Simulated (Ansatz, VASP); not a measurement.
**One calculation of S, two programs**

```xyz
1
Lattice="3.5956 0.0000 0.0000 0.0000 3.5956 0.0000 0.0000 0.0000 3.5956" Properties=species:S:1:pos:R:3 pbc="T T T"
S     0.0000    0.0000    0.0000
```

This isn't the form of S at room conditions, which is orthorhombic, of S8 rings.

Alike in both runs: task single point; functional PBE; dispersion D3(BJ); k mesh 7 × 7 × 7; no spin polarisation.

|  | VASP | Ansatz |
| --- | --- | --- |
| version | VASP 6.6.1 | Ansatz 0.2.0 |
| potentials or method | VASP PAW PBE potentials, release 64 (S) | plane waves, PAW |
| plane-wave cutoff (eV) | 520 | 460 |
| occupations | methfessel-paxton of order 1, width 0.05 eV | cold, width 0.05 eV |
| valence electrons in the cell | 6 | 6 |

|  | VASP | Ansatz | Ansatz less VASP |
| --- | --- | --- | --- |
| dispersion energy (meV/atom) | -123.2 | -123.2 | -0.03 |
